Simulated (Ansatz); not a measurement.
Here is an Ansatz 0.2.0 calculation.

The input input.yaml:

```yaml
crystal:
  lattice:
    - [3.23199822, 0.0, 0.0]
    - [-1.61599911, 2.79899257, 0.0]
    - [0.0, 0.0, 5.147]
  atoms:
    - { symbol: Zr, position: [0.33465424, 0.67413001, 0.25389985] }
    - { symbol: Zr, position: [0.66534576, 0.32586999, 0.74610015] }
hamiltonian:
  xc: pbesol
  pseudopotentials: { kind: paw }
kpoints:
  mp_grid: { grid: [9, 9, 5] }
scf:
  occupations: { method: fermi_dirac, width: 0.05 }
output:
  forces: true
  stress: true
  eigenvalues: true
  write_density: true
  write_potential: true
  elf: true
  volumetric_format: npy
relax:
  f_tol: 0.01
  max_steps: 40
  cell: { stress_tol: 0.05, p_target: 2.0 }
```

Potentials or basis: Ansatz PAW.

The run is started by

```console
$ ansatz run input.yaml --threads 2 --pin off --max-ram 5632MiB --backend cpu --events-out ev --progress --plain --runs-dir out
```

**Question.** Estimate the relaxed cell.

**Answer.** a = 3.160 Å, b = 3.159 Å, c = 5.098 Å, α = 90.00°, β = 90.00°, γ = 120.01°.

**Question.** Predict the space group after relaxing (to 0.05 Å).

**Answer.** P6_3/mmc (No. 194).

Final structure:
```yaml
crystal:
  lattice:
    - [3.15962, -0.00013, 0.00004]
    - [-1.57992, 2.73603, -0.00012]
    - [0.00006, -0.00019, 5.09769]
  atoms:
    - { symbol: Zr, position: [0.33338, 0.66673, 0.25000] }
    - { symbol: Zr, position: [0.66662, 0.33327, 0.75000] }
```
